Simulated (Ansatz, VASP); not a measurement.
## Two plane-wave programs on TiB2

```
Ti B
1.0
     3.03174    0.00000    0.00000
    -1.51587    2.62556    0.00000
     0.00000    0.00000    3.22443
Ti B
1 2
Cartesian
  0.0000 0.0000 0.0000
  0.0000 1.7504 1.6122
  1.5159 0.8752 1.6122
```

Alike in both runs: task relaxation of cell and atoms; functional PBE; k mesh 12 × 12 × 12; occupations gaussian, width 0.1 eV; no spin polarisation.

```csv
,VASP,Ansatz
version,VASP 6.6.1,Ansatz 0.2.0
potentials or method,"VASP PAW PBE potentials, release 64 (Ti_sv, B)","scalar-relativistic, plane waves, PAW"
plane-wave cutoff (eV),600,420
valence electrons in the cell,18,18
```

```tsv
	VASP	Ansatz	Ansatz less VASP
gap on the k mesh at the Fermi level, each at its own relaxed structure (eV)	none	none	-
relaxed volume (Å³/atom)	8.56	8.56	-0.004
relaxed cell length with the largest relative difference (Å)	3.225	3.225	-0.0007
```

A gap of «none» marks a metal or a gap that the smearing closes.
